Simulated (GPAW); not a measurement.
Write an ASE script for GPAW 26.7.0 that does the following.

```
Task                : single point
Functional          : PBE
Potentials or basis : GPAW PAW data sets (gpaw-data 1.2.1)
Cutoff              : 600 eV
Basis               : pw
k mesh              : 3 × 5 × 3
Occupations         : fermi-dirac, width 0.05 eV
Spin                : no spin polarisation
Maxiter             : 150
```

The structure of TePb lies in TePb.xyz:

```xyz
8
Lattice="8.2906080400 0.0000000000 0.0000000000 0.0000000000 4.5705828900 0.0000000000 0.0000000000 0.0000000000 7.9149684600" Properties=species:S:1:pos:R:3 pbc="T T T"
Pb     8.2779074088      1.1426457225      1.9886747672
Pb     4.1326033888      1.1426457225      1.9688094628
Pb     4.1580046512      3.4279371675      5.9461589972
Pb     0.0127006312      3.4279371675      5.9262936928
Te     6.2270212295      1.1426457225      7.2549946449
Te     2.0817172095      1.1426457225      4.6174580451
Te     6.2088908305      3.4279371675      3.2975104149
Te     2.0635868105      3.4279371675      0.6599738151
```

The cell comes from a database or a generator and needn't be the stable form of this composition.

The cell isn't the ideal one: strain = 0.04.

These files were run (other wordings do the same):

run.py

```python
from ase.dft.bandgap import bandgap
from ase.io import read, write
from ase.units import GPa
from gpaw import GPAW, PW

atoms = read('TePb.xyz')

calc = GPAW(mode=PW(600),
            xc='PBE',
            kpts={'size': (3, 5, 3), 'gamma': True},
            occupations={'name': 'fermi-dirac', 'width': 0.05},
            nbands=62,
            convergence={'density': 1e-05, 'energy': 1e-05},
            maxiter=150,
            txt='gpaw.txt')
atoms.calc = calc
energy = atoms.get_potential_energy()
forces = atoms.get_forces()
stress = atoms.get_stress()
calc.write('gs.gpw')
write('result.traj', atoms)
print(f'Energy: {energy:.6f} eV')
print('Forces (eV/A):')
print(forces.round(4))
print('Stress (GPa):', (stress / GPa).round(3))
print('Fermi level:', round(calc.get_fermi_level(), 4), 'eV')
print(f'Gap: {bandgap(calc)[0]:.4f} eV, direct: {bandgap(calc, direct=True)[0]:.4f} eV')
```

Potentials or basis: GPAW PAW data sets (gpaw-data 1.2.1), pw.

The run is started by

```bash
$ OMP_NUM_THREADS=1 python run.py
```

It gave:

The pressure is -1.8 GPa. The largest force is 0.006 eV/Å and the band gap on the k mesh is 0.29 eV.

Caveat: the density grid can change from cell to cell, which puts small steps into energies and stress; spin-orbit coupling is left out, which as a rule narrows the gap of such compounds by several tenths of an eV; an odd mesh through Γ misses points on the zone boundary, where band edges often lie.

Run time: 5.8 min on 1 thread of Arm Neoverse V1 (shared host), peak memory 0.55 GiB.
